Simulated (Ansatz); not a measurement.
# Sr (Im-3m) in Ansatz: equation of state

Aim: energy against volume of Sr in PBE, for its equilibrium volume and stiffness.

All numbers are computed with Ansatz 0.2.0; they aren't measurements. Logs are shortened: lines on timing, memory, paths and dates and some standing lists are left out, and cuts for length are marked.

## Step 1: The structure

The structure is cubic, space group Im-3m (No. 229). The conventional cell has a = 4.870 Å, b = 4.870 Å, c = 4.870 Å, α = 90.00°, β = 90.00°, γ = 90.00°. Sr (site symmetry m-3m) is surrounded by 8 Sr at 4.22 Å.

This isn't the form of Sr at room conditions, which is fcc.

## Step 2: Single point, PBE, 54.29 Å³/atom (volume scaled by 0.94)

File input.yaml:

```yaml
crystal:
  lattice:
    - [-2.3852921747, 2.3852921747, 2.3852921747]
    - [2.3852921747, -2.3852921747, 2.3852921747]
    - [2.3852921747, 2.3852921747, -2.3852921747]
  atoms:
    - { symbol: Sr, position: [0.0, 0.0, 0.0] }
hamiltonian:
  xc: pbe
  pseudopotentials: { kind: paw }
kpoints:
  mp_grid: { grid: [8, 8, 8] }
scf:
  occupations: { method: fermi_dirac, width: 0.05 }
output:
  forces: true
  stress: true
  eigenvalues: true
  write_density: true
  write_potential: true
  elf: true
  volumetric_format: npy
```

Potentials or basis: Ansatz PAW.

Command:

```
$ ansatz run input.yaml --threads 1 --pin off --max-ram 2560MiB --backend cpu --events-out ev --progress --plain --runs-dir out
```

The log of the run:

```text
Warning: RAYON_NUM_THREADS=1 ignored (pool sized by the plan → 1); use --threads N
Engine: ansatz 0.2.0, x86_64-unknown-linux-gnu
Pseudopotentials: kind: paw
Pseudopotential: Sr, paw, valence charge 10, recommended cutoff 420 eV (normal), Sr.paw.azcp
Functional definition: PBE
  parameter kappa = 0.804
  parameter beta = 0.06672455060314922
  exchange = pbe_x(kappa = kappa, mu = beta*pi^2/3)
  correlation = pbe_c(beta = beta)
Crystal: 1 atoms, lattice volume = 54.286 Å³
Basis set: ecut = 420 eV, 1055 PW (Γ), exchange–correlation on 60×60×60 points (8 copies of the dense FFT grid, shifted against one another)
Bands: 9, of which v1, the nominal top of the filled ones, is band 5 counted from 1 (4 counted from 0)
Symmetry: 48 space group operations
Space group: Im-3m (ITA 229), of the structure as read, at distance tolerance 3.8e-5 Å
k-points: 29 of 512
Non-local potential: Sr, projectors of the file, l = 0: 3, l = 1: 2, l = 2: 2
PAW form: soft (Blöchl's): semilocal exchange-correlation on the pseudo side does not see the compensation charge
PAW one-centre angular grid: Sr, 110 points (default); XC on 64 Gauss nodes
Initial density: superposition of atomic densities (neutral atoms: chi_scale 0, normalization atom), corrected by the library's trained network
Initial wavefunctions: pseudopotential atomic-orbital guess
Functional: x = pbe(κ = 0.804, μ = 0.2195149727645171), c = pbe(β = 0.06672455060314922)
SCF iter   1: F=—  HF=-3544.220625 eV  |F-HF|=—  |Δ(HF+E_count)|=         —  Δρ=8.68e-4  dr2=2.75e-4  ethr=1.77e-3  ⟨swp⟩=7.2  Hψ=2309  notcnv=0
preconditioner: auto → Kerker (q_TF=auto, 2.058 Å⁻¹)  [metal: Δε(μ)=0.062 eV  Ē_g=3.522 eV  σ=0.050 eV  W_gap=0.30  n_scr=12 (ndim 8)  ℏωp=7.1 eV  f_vac=0.000  D(μ)=0.83/eV (n_scr^D=0)]
SCF iter   2: F=—  HF=-3544.221055 eV  |F-HF|=—  |Δ(HF+E_count)|=   4.30e-4  Δρ=4.35e-4  dr2=8.47e-5  ethr=2.75e-6  ⟨swp⟩=3.4  Hψ=781  notcnv=0
SCF iter   3: F=—  HF=-3544.221142 eV  |F-HF|=—  |Δ(HF+E_count)|=   8.67e-5  Δρ=1.23e-4  dr2=8.42e-6  ethr=8.47e-7  ⟨swp⟩=2.9  Hψ=377  notcnv=0
SCF iter   4: F=—  HF=-3544.221146 eV  |F-HF|=—  |Δ(HF+E_count)|=   4.54e-6  Δρ=3.57e-5  dr2=9.33e-7  ethr=8.42e-8  ⟨swp⟩=1.9  Hψ=290  notcnv=0
iter 5 did not close the SCF: its close was put off for the readings that it lacked (scf_convergence_deferred on its scf_iter line)
SCF iter   5: F=-3544.221147 eV  HF=-3544.221147 eV  |F-HF|=8.10e-9  |Δ(HF+E_count)|=   2.41e-7  Δρ=7.35e-6  dr2=2.46e-8  ethr=9.33e-9  ⟨swp⟩=1.9  Hψ=290  notcnv=0
SCF iter   6: F=-3544.221147 eV  HF=-3544.221147 eV  |F-HF|=3.67e-10  |Δ(HF+E_count)|=   1.03e-8  Δρ=1.22e-6  dr2=8.39e-10  ethr=2.46e-10  ⟨swp⟩=6.7  Hψ=1766  notcnv=0
SCF 1 converged in 6 iterations: F = -3544.221147 eV  dr2 = 8.39e-10
SCF converged after 6 iterations
Free energy (F): -3544.221147 eV
Harris-Foulkes:  -3544.221147 eV  (|F-HF|=3.67e-10)
Internal energy: -3544.213555 eV  (E = F + TS)
E sigma→0 (E₀):  -3544.217351 eV
Entropy (-TS):   -0.007591 eV (-7.591 meV/atom)
Fermi energy:    5.141252 eV
--- Per-component energies (eV) ---
  E_band       = -135.112892
  E_kinetic    = 241.555305
  E_local      = -767.220661  (includes V_loc(G=0)·N_el)
  E_nonlocal   = 202.796990
  E_hartree    = 193.887308
  E_xc         = -171.285765
  E_vxc        = -159.331646  (∫ρ·V_xc dr)
  E_paw        = -2694.709283  (= ΣΔE_a)
  E_vpaw       = -40.687858  (= ΣTr[D̂ρ^β])
  E_aug_tail   = -0.000001  (compensation charges beyond the density's cutoff)
  E_ewald      = -549.237448
  E_smearing   = -0.007591  (= −TS)
  E_closure    = -0.000000  (closes the sum)
  Σ components = -3544.221147   (vs F -3544.221147, Δ=0.00e0)
--- Forces (eV/Å), atoms counted from 1 ---
  atom   1  Sr     0.00000000    -0.00000000    -0.00000000
  max |Σ_I F_I| component: 4.77e-31 eV/Å
--- Stress (GPa, compression-positive) ---
       -0.062880      -0.000000      -0.000000
       -0.000000      -0.062880      -0.000000
       -0.000000      -0.000000      -0.062880
  P = ⅓ Tr σ = -0.0629 GPa (-0.629 kbar)
--- Band table (eV; the first three rows and the last of 29) ---
  k-point 0: bands = ["-31.3942", "-13.2796", "-13.2796", "-13.2796", "1.5022", "7.5617", "7.5617", "7.5617", "8.9002"]
  k-point 1: bands = ["-31.3918", "-13.3110", "-13.2899", "-13.2796", "1.7689", "7.3339", "7.3578", "7.8203", "8.6339"]
  k-point 2: bands = ["-31.3860", "-13.3854", "-13.3144", "-13.2797", "2.5086", "6.6177", "6.8837", "8.5712", "8.6518"]
  k-point 28: bands = ["-31.3654", "-13.4283", "-13.4283", "-13.4283", "5.0155", "5.0155", "8.8029", "8.8029", "8.8029"]
```

It took 1 s on 1 thread of Intel Xeon at 2.60GHz (Ice Lake), shared host; peak memory 0.33 GiB.

What came out:

* Free energy: -3544.2211 eV
* Pressure: -0.1 GPa
* Band gap on the k mesh: none (metal or under the smearing width)

Caveat: the cell was measured hot, at 901 K.

## Step 3: Single point, PBE, 55.44 Å³/atom (volume scaled by 0.96)

File input.yaml:

```yaml
crystal:
  lattice:
    - [-2.4020905604, 2.4020905604, 2.4020905604]
    - [2.4020905604, -2.4020905604, 2.4020905604]
    - [2.4020905604, 2.4020905604, -2.4020905604]
  atoms:
    - { symbol: Sr, position: [0.0, 0.0, 0.0] }
hamiltonian:
  xc: pbe
  pseudopotentials: { kind: paw }
kpoints:
  mp_grid: { grid: [8, 8, 8] }
scf:
  occupations: { method: fermi_dirac, width: 0.05 }
output:
  forces: true
  stress: true
  eigenvalues: true
```

Potentials or basis: Ansatz PAW.

Command:

```
$ ansatz run input.yaml --threads 1 --pin off --max-ram 2560MiB --backend cpu --events-out ev --progress --plain --runs-dir out
```

The log of the run:

```text
Warning: RAYON_NUM_THREADS=1 ignored (pool sized by the plan → 1); use --threads N
[... 8 set-up lines as earlier in the session ...]
Crystal: 1 atoms, lattice volume = 55.441 Å³
Basis set: ecut = 420 eV, 1061 PW (Γ), exchange–correlation on 60×60×60 points (8 copies of the dense FFT grid, shifted against one another)
Bands: 9, of which v1, the nominal top of the filled ones, is band 5 counted from 1 (4 counted from 0)
[... 2 set-up lines as earlier in the session ...]
k-points: 29 of 512
[... 6 set-up lines as earlier in the session ...]
SCF iter   1: F=—  HF=-3544.219326 eV  |F-HF|=—  |Δ(HF+E_count)|=         —  Δρ=8.27e-4  dr2=2.37e-4  ethr=1.77e-3  ⟨swp⟩=7.3  Hψ=2305  notcnv=0
preconditioner: auto → Kerker (q_TF=auto, 2.051 Å⁻¹)  [metal: Δε(μ)=0.040 eV  Ē_g=3.484 eV  σ=0.050 eV  W_gap=0.19  n_scr=12 (ndim 8)  ℏωp=7.1 eV  f_vac=0.000  D(μ)=0.91/eV (n_scr^D=0)]
SCF iter   2: F=—  HF=-3544.219732 eV  |F-HF|=—  |Δ(HF+E_count)|=   4.06e-4  Δρ=4.04e-4  dr2=6.95e-5  ethr=2.37e-6  ⟨swp⟩=3.4  Hψ=782  notcnv=0
SCF iter   3: F=—  HF=-3544.219820 eV  |F-HF|=—  |Δ(HF+E_count)|=   8.88e-5  Δρ=1.17e-4  dr2=7.60e-6  ethr=6.95e-7  ⟨swp⟩=2.6  Hψ=348  notcnv=0
SCF iter   4: F=—  HF=-3544.219826 eV  |F-HF|=—  |Δ(HF+E_count)|=   5.30e-6  Δρ=3.50e-5  dr2=8.40e-7  ethr=7.60e-8  ⟨swp⟩=1.9  Hψ=291  notcnv=0
iter 5 did not close the SCF: its close was put off for the readings that it lacked (scf_convergence_deferred on its scf_iter line)
SCF iter   5: F=-3544.219826 eV  HF=-3544.219826 eV  |F-HF|=4.21e-9  |Δ(HF+E_count)|=   3.13e-7  Δρ=6.27e-6  dr2=2.35e-8  ethr=8.40e-9  ⟨swp⟩=1.9  Hψ=291  notcnv=0
SCF iter   6: F=-3544.219826 eV  HF=-3544.219826 eV  |F-HF|=1.78e-10  |Δ(HF+E_count)|=   5.43e-9  Δρ=1.03e-6  dr2=7.72e-10  ethr=2.35e-10  ⟨swp⟩=3.6  Hψ=1217  notcnv=0
SCF 1 converged in 6 iterations: F = -3544.219826 eV  dr2 = 7.72e-10
SCF converged after 6 iterations
Free energy (F): -3544.219826 eV
Harris-Foulkes:  -3544.219826 eV  (|F-HF|=1.78e-10)
Internal energy: -3544.211686 eV  (E = F + TS)
E sigma→0 (E₀):  -3544.215756 eV
Entropy (-TS):   -0.008140 eV (-8.140 meV/atom)
Fermi energy:    5.004578 eV
--- Per-component energies (eV) ---
  E_band       = -136.881390
  E_kinetic    = 241.364071
  E_local      = -772.990806  (includes V_loc(G=0)·N_el)
  E_nonlocal   = 202.783657
  E_hartree    = 195.930584
  E_xc         = -171.196355
  E_vxc        = -159.210495  (∫ρ·V_xc dr)
  E_paw        = -2694.706334  (= ΣΔE_a)
  E_vpaw       = -40.689575  (= ΣTr[D̂ρ^β])
  E_aug_tail   = -0.000001  (compensation charges beyond the density's cutoff)
  E_ewald      = -545.396501
  E_smearing   = -0.008140  (= −TS)
  E_closure    = -0.000000  (closes the sum)
  Σ components = -3544.219826   (vs F -3544.219826, Δ=0.00e0)
--- Forces (eV/Å), atoms counted from 1 ---
  atom   1  Sr     0.00000000    -0.00000000    -0.00000000
  max |Σ_I F_I| component: 6.41e-31 eV/Å
--- Stress (GPa, compression-positive) ---
       -0.299454       0.000000       0.000000
       -0.000000      -0.299454      -0.000000
       -0.000000      -0.000000      -0.299454
  P = ⅓ Tr σ = -0.2995 GPa (-2.995 kbar)
--- Band table (eV; the first three rows and the last of 29) ---
  k-point 0: bands = ["-31.5816", "-13.4708", "-13.4708", "-13.4708", "1.3886", "7.3904", "7.3904", "7.3904", "8.7042"]
  k-point 1: bands = ["-31.5794", "-13.4998", "-13.4803", "-13.4708", "1.6501", "7.1680", "7.1908", "7.6426", "8.4447"]
  k-point 2: bands = ["-31.5742", "-13.5688", "-13.5032", "-13.4708", "2.3772", "6.4620", "6.7275", "8.3756", "8.4590"]
  k-point 28: bands = ["-31.5555", "-13.6092", "-13.6092", "-13.6092", "4.8975", "4.8975", "8.5744", "8.5744", "8.5744"]
```

It took 0.84 s on 1 thread of Intel Xeon at 2.60GHz (Ice Lake), shared host; peak memory 0.33 GiB.

Results:

```yaml
Free_energy: -3544.2198 eV
Pressure: -0.3 GPa
Band_gap_on_the_k_mesh: none (metal or under the smearing width)
```

Caveat: the cell was measured hot, at 901 K.

## Step 4: Single point, PBE, 56.60 Å³/atom (volume scaled by 0.98)

Edit input.yaml of step 3 so:

```diff
@@ -2,5 +2,5 @@
   lattice:
-    - [-2.4020905604, 2.4020905604, 2.4020905604]
-    - [2.4020905604, -2.4020905604, 2.4020905604]
-    - [2.4020905604, 2.4020905604, -2.4020905604]
+    - [-2.4186572257, 2.4186572257, 2.4186572257]
+    - [2.4186572257, -2.4186572257, 2.4186572257]
+    - [2.4186572257, 2.4186572257, -2.4186572257]
   atoms:
```

Command:

```
$ ansatz run input.yaml --threads 1 --pin off --max-ram 2560MiB --backend cpu --events-out ev --progress --plain --runs-dir out
```

Wall time 0.81 s (1 thread of Intel Xeon at 2.60GHz (Ice Lake), shared host); peak memory 0.33 GiB.

It converged, with:

- Free energy: -3544.2169 eV
- Pressure: -0.5 GPa
- Band gap on the k mesh: none (metal or under the smearing width)

Caveat: the cell was measured hot, at 901 K.

## Step 5: Single point, PBE, 57.75 Å³/atom

Edit input.yaml of step 4 so:

```diff
@@ -2,5 +2,5 @@
   lattice:
-    - [-2.4186572257, 2.4186572257, 2.4186572257]
-    - [2.4186572257, -2.4186572257, 2.4186572257]
-    - [2.4186572257, 2.4186572257, -2.4186572257]
+    - [-2.435, 2.435, 2.435]
+    - [2.435, -2.435, 2.435]
+    - [2.435, 2.435, -2.435]
   atoms:
```

Command:

```
$ ansatz run input.yaml --threads 1 --pin off --max-ram 2560MiB --backend cpu --events-out ev --progress --plain --runs-dir out
```

Wall time 0.86 s (1 thread of Intel Xeon at 2.60GHz (Ice Lake), shared host); peak memory 0.33 GiB.

Results (log left out):

```yaml
Free_energy: -3544.2125 eV
Pressure: -0.7 GPa
Band_gap_on_the_k_mesh: none (metal or under the smearing width)
```

Caveat: the cell was measured hot, at 901 K.

## Step 6: Single point, PBE, 58.91 Å³/atom (volume scaled by 1.02)

Edit input.yaml of step 5 so:

```diff
@@ -2,5 +2,5 @@
   lattice:
-    - [-2.435, 2.435, 2.435]
-    - [2.435, -2.435, 2.435]
-    - [2.435, 2.435, -2.435]
+    - [-2.4511262978, 2.4511262978, 2.4511262978]
+    - [2.4511262978, -2.4511262978, 2.4511262978]
+    - [2.4511262978, 2.4511262978, -2.4511262978]
   atoms:
```

Potentials or basis: Ansatz PAW.

Command:

```
$ ansatz run input.yaml --threads 1 --pin off --max-ram 2560MiB --backend cpu --events-out ev --progress --plain --runs-dir out
```

Wall time 0.8 s (1 thread of Intel Xeon at 2.60GHz (Ice Lake), shared host); peak memory 0.34 GiB.

It converged, with:

| Property | Result |
| --- | --- |
| Free energy | -3544.2068 eV |
| Pressure | -0.9 GPa |
| Band gap on the k mesh | none (metal or under the smearing width) |

Caveat: the cell was measured hot, at 901 K.

## Step 7: Single point, PBE, 60.06 Å³/atom (volume scaled by 1.04)

Edit input.yaml of step 6 so:

```diff
@@ -2,5 +2,5 @@
   lattice:
-    - [-2.4511262978, 2.4511262978, 2.4511262978]
-    - [2.4511262978, -2.4511262978, 2.4511262978]
-    - [2.4511262978, 2.4511262978, -2.4511262978]
+    - [-2.4670431483, 2.4670431483, 2.4670431483]
+    - [2.4670431483, -2.4670431483, 2.4670431483]
+    - [2.4670431483, 2.4670431483, -2.4670431483]
   atoms:
```

Command:

```
$ ansatz run input.yaml --threads 1 --pin off --max-ram 2560MiB --backend cpu --events-out ev --progress --plain --runs-dir out
```

It took 0.88 s on 1 thread of Intel Xeon at 2.60GHz (Ice Lake), shared host; peak memory 0.33 GiB.

It converged, with:

| Property | Result |
| --- | --- |
| Free energy | -3544.2000 eV |
| Pressure | -1.0 GPa |
| Band gap on the k mesh | none (metal or under the smearing width) |

Caveat: the cell was measured hot, at 901 K.

## Step 8: Single point, PBE, 61.22 Å³/atom (volume scaled by 1.06)

Edit input.yaml of step 7 so:

```diff
@@ -2,5 +2,5 @@
   lattice:
-    - [-2.4670431483, 2.4670431483, 2.4670431483]
-    - [2.4670431483, -2.4670431483, 2.4670431483]
-    - [2.4670431483, 2.4670431483, -2.4670431483]
+    - [-2.4827572226, 2.4827572226, 2.4827572226]
+    - [2.4827572226, -2.4827572226, 2.4827572226]
+    - [2.4827572226, 2.4827572226, -2.4827572226]
   atoms:
```

Command:

```
$ ansatz run input.yaml --threads 1 --pin off --max-ram 2560MiB --backend cpu --events-out ev --progress --plain --runs-dir out
```

It took 0.85 s on 1 thread of Intel Xeon at 2.60GHz (Ice Lake), shared host; peak memory 0.34 GiB.

Results (log left out):

* Free energy: -3544.1921 eV
* Pressure: -1.2 GPa
* Band gap on the k mesh: none (metal or under the smearing width)

Caveat: the cell was measured hot, at 901 K.

## Step 9: Equation of state, PBE

Potentials or basis: Ansatz PAW.

No new run: the results of the series are fitted here.

Results:

```
Equilibrium volume : 54.00 Å³/atom (rough: see the caveat)
Bulk modulus       : 12.0 GPa (rough)
```

Energy against volume, from the lowest point:
```tsv
volume (Å³/atom)	energy (meV/atom)
54.286	0.00
55.441	1.32
56.596	4.26
57.751	8.64
58.906	14.31
60.061	21.13
61.216	29.00
```

Caveat: the minimum lies outside the volumes run; the cell was measured hot, at 901 K.
